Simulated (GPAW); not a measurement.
GaN: one-shot levels on a semilocal density with r2SCAN

**Experimental background.**

From a printed reference work, textbook, for a bulk crystal of GaN at 0 K: band gap 3.299 eV (direct).

Crystal: GaN.

```
CELL_PARAMETERS angstrom
0.00000 2.25350 2.25350
2.25350 0.00000 2.25350
2.25350 2.25350 0.00000
ATOMIC_POSITIONS crystal
Ga 0.00000 0.00000 0.00000
N 0.25000 0.25000 0.25000
```

The cell is a database's computed one.

| Item | Value |
| --- | --- |
| Program | GPAW 26.7.0 |
| Task | one-shot levels on a semilocal density |
| Functional | r2SCAN |
| Potentials or basis | GPAW PAW data sets (gpaw-data 1.2.1) |
| Cutoff | 650 eV |
| Basis | pw |
| k mesh | 7 × 7 × 7 |
| Occupations | fermi-dirac, width 0.001 eV |
| Spin | no spin polarisation |
| Maxiter | 150 |
| Eps inf used | 5.567 |
| Eps inf from | RPA with local fields on PBE states, same cell |
| Exx fractions | r2SCAN0 0.25, r2SCANh 0.1, r2SCAN50 0.5, r2SCAN-EpsX 0.18 |

```yaml
Band_gap_on_the_k_mesh: 2.28 eV, direct
```

Levels at points of the mesh, in eV from the valence-band top:
```tsv
k point	band 1	band 2	band 3	band 4	band 5	band 6	band 7
(0.00, 0.00, 0.00)	-16.66	0.00	0.00	0.00	2.28	11.09	11.09
```

Band gaps from one-shot exact exchange on these states (eV): r2scan0 3.96, r2scanh 2.95, r2scan50 5.64, r2scan_epsx 3.49

Wall time 6.1 min on 1 thread of Arm Neoverse N1, with other jobs on the host, peak memory 0.44 GiB.

A measured gap of GaN is 3.299 eV (direct; 0 K; a printed reference work, textbook); the calculated 2.28 eV misses it by -1.02 eV. Spin-orbit coupling on Ga is left out. The value is that of r2SCAN, without temperature or zero-point motion. The cell is a database's relaxed one, not the measured one, which moves gaps too.

Caveat: energy and the plain gap are those of the semilocal run; the hybrids' values are one shot on its orbitals and mesh.
